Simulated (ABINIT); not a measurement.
An input for ABINIT 10.8.3 (AlAs (F-43m)):

```
acell 3*1.0 Angstrom
rprim 
  0.000000000000 2.830400000000 2.830400000000
  2.830400000000 0.000000000000 2.830400000000
  2.830400000000 2.830400000000 -0.000000000000
ntypat 2
znucl 13 33
natom 2
typat 1 2
xred 
  0.000000000000 0.000000000000 0.000000000000
  0.250000000000 0.250000000000 0.250000000000
pp_dirpath "pseudos"
pseudos "Al.upf, As.upf"
ecut 44
ngkpt 4 4 4
nshiftk 1
shiftk 0 0 0
kptopt 1
chksymbreak 0
istwfk *1
occopt 1
irdwfk 1
optdriver 4
nband 148
gwcalctyp 2
ecutsigx 44
symsigma 1
nkptgw 2
kptgw 
  0.0000000000 0.0000000000 0.0000000000
  0.5000000000 0.5000000000 0.0000000000
bdgw 
  11 17
  12 15
ecuteps 7
irdscr 1
indata_prefix "in"
outdata_prefix "out"
tmpdata_prefix "tmp"
```

```sh
OMP_NUM_THREADS=1 mpirun -n 8 abinit run.abi > log
```

Q: How long will it take on 8 MPI ranks of Arm Neoverse N1, shared host, and how much memory?

It took 18 s; on shared hardware allow 9.2 s to 37 s. Peak host memory was 1.9 GiB.

[Paths, hosts, dates, memory and timing lines, banners, echoed tables and standing remarks are left out of the program output.]

[Logs are printed without paths, hosts, clocks, repeated set-up lines and the standing remarks that a program may print on its own settings, such as how far it seeks lower states.]

[Runs of the session that timed out or met a known fault of the program may be left out.]

[Hosts, paths, dates, database ids (printed as entryN), source tags and the programs' standing remarks are cut or masked in the printed files.]

[G0W0 gaps are taken among the corrected bands and points alone; a level outside them can change the order at an edge.]

[Where Ansatz stands beside ABINIT at settings called matched, ABINIT's density can come from a denser mesh and the files from another edition; pairs whose starting gaps differed by over 0.03 eV were left out, so agreement reads better than it is.]
